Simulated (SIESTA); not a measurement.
Here is a SIESTA 5.4.2 calculation.

File MnO.fdf:

```
SystemName                      MnO
SystemLabel                     MnO
NumberOfSpecies                 2
NumberOfAtoms                   4
%block ChemicalSpeciesLabel
  1  25 Mn
  2   8 O
%endblock ChemicalSpeciesLabel

LatticeConstant                 1.0 Ang
%block LatticeVectors
     3.1546052866     0.0000000000     0.0000000000
     0.0000000000     4.3970589100     0.0000000000
     0.0000000000     0.0000000000     3.0965936558
%endblock LatticeVectors
AtomicCoordinatesFormat         Fractional
%block AtomicCoordinatesAndAtomicSpecies
     0.5000000000     0.0000000000     0.7282831900  1  Mn
     0.0000000000     0.5000000000     0.2717168100  1  Mn
     0.0000000000     0.0000000000     0.2362179100  2  O
     0.5000000000     0.5000000000     0.7637820900  2  O
%endblock AtomicCoordinatesAndAtomicSpecies

%block kgrid.MonkhorstPack
    8   0   0  0.0
    0   6   0  0.0
    0   0   9  0.0
%endblock kgrid.MonkhorstPack
XC.Functional                   GGA
XC.Authors                      PBEsol
PAO.BasisSize                   DZP
PAO.EnergyShift                 0.003 Ry
Mesh.Cutoff                     800 Ry
Spin                            polarized
%block DM.InitSpin
    1   4.000
    2   4.000
    3   0.000
    4   0.000
%endblock DM.InitSpin
OccupationFunction              FD
ElectronicTemperature           0.05 eV
MaxSCFIterations                200
SCF.MustConverge                false
SCF.Mixer.Method                Pulay
SCF.Mixer.Weight                0.1
SCF.Mixer.History               10
SCF.DM.Tolerance                5.0e-05
SCF.H.Tolerance                 1.0e-03 eV
WriteForces                     true
Charge.Mulliken                 end
BandLinesScale                  ReciprocalLatticeVectors
%block BandLines
    1    0.000000   0.000000   0.000000  \Gamma
    7    0.000000   0.000000   0.500000  X
    7    0.500000   0.000000   0.500000  S
    7    0.500000   0.000000   0.000000  Y
    7    0.000000   0.000000   0.000000  \Gamma
    5    0.000000   0.500000   0.000000  Z
    7    0.000000   0.500000   0.500000  U
    7    0.500000   0.500000   0.500000  R
    7    0.500000   0.500000   0.000000  T
    7    0.000000   0.500000   0.000000  Z
    1    0.500000   0.000000   0.000000  Y
    5    0.500000   0.500000   0.000000  T
    1    0.000000   0.500000   0.500000  U
    5    0.000000   0.000000   0.500000  X
    1    0.500000   0.000000   0.500000  S
    5    0.500000   0.500000   0.500000  R
%endblock BandLines
%block PAO.Basis
  Mn 5
  n=3 0 2
    2.738 0.000
  n=4 0 2
    7.595 0.000
  n=3 1 2
    3.070 0.000
  n=4 1 1
    7.595
  n=3 2 2
    5.098 0.000
%endblock PAO.Basis
```

Potentials or basis: PseudoDojo 0.4 standard (PBEsol files), DZP (energy shift 0.003 Ry; two zetas on semicore shells).

Command:

```console
$ siesta < MnO.fdf > MnO.out 2>&1
```

Q: Estimate the pressure.

A: -3.7 GPa.

Q: Predict the largest force.

A: 0.349 eV/Å.

Q: What does it give for the site moments?

A: Mn +4.55; O +0.18 μB.

Forces in eV/Å, atoms in the order of the input:
```
Mn   0.000  0.000  0.349
Mn   0.000  0.000 -0.349
O    0.000  0.000  0.101
O    0.000  0.000 -0.101
```

Caveat: short orbitals over semicore shells can move pressures by several GPa; the basis of atomic orbitals isn't converged, which shifts pressures, moduli and gaps; only a ferromagnetic start was run, and an antiferromagnetic order may lie lower in energy.
